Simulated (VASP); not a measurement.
BaTiO3 (Barioperovskite):

```
Ba Ti O
1.0
     3.98550    0.00000    0.00000
     0.00000    2.83690    2.84515
     0.00000   -2.83690    2.84515
Ba Ti O
1 1 3
Direct
  0.00000 0.00000 0.00000
  0.50000 0.51240 0.51240
  0.00000 0.48740 0.48740
  0.50000 0.50524 0.99184
  0.50000 0.99184 0.50524
```

- Program: VASP 6.6.1
- Task: relaxation of cell and atoms
- Functional: LDA
- Potentials or basis: VASP PAW LDA potentials, release 64 (Ba_sv, Ti_sv, O)
- Cutoff: 600 eV
- k mesh: 10 × 10 × 10
- Occupations: methfessel-paxton, width 0.1 eV
- Spin: no spin polarisation

At the start: pressure -6.8 GPa; volume 12.87 Å³/atom.

**Question.** Where does the relaxation end?

**Answer.** Over 11 steps the energy falls by 13.8 meV/atom and the volume is 12.41 Å³/atom (-3.6 %); space group Amm2 (No. 38, to 0.05 Å).

Step by step:
```tsv
step	energy change (eV)	largest force (eV/Å)	pressure (GPa)	volume (Å³)
1	0.0000	0.2977	-6.81	64.34
2	0.0136	0.3926	9.25	59.38
3	-0.0572	0.2031	0.15	61.92
4	-0.0572	0.2034	0.24	61.87
5	-0.0623	0.1484	0.25	61.88
6	-0.0674	0.0683	0.21	61.89
7	-0.0686	0.0503	-0.25	62.09
8	-0.0686	0.0512	-0.24	62.08
9	-0.0687	0.0193	0.38	61.92
10	-0.0688	0.0223	0.10	61.99
11	-0.0689	0.0077	0.03	62.04
```

Final structure:
```xyz
5
Lattice="3.9398 0.0000 0.0000 0.0000 2.8037 2.8080 0.0000 -2.8037 2.8080" Properties=species:S:1:pos:R:3 pbc="T T T"
Ba    0.0000    0.0000    0.0235
Ti    1.9699    0.0000    2.8894
O     0.0000    0.0000    2.7752
O     1.9699   -1.3856    4.1673
O     1.9699    1.3856    4.1673
```
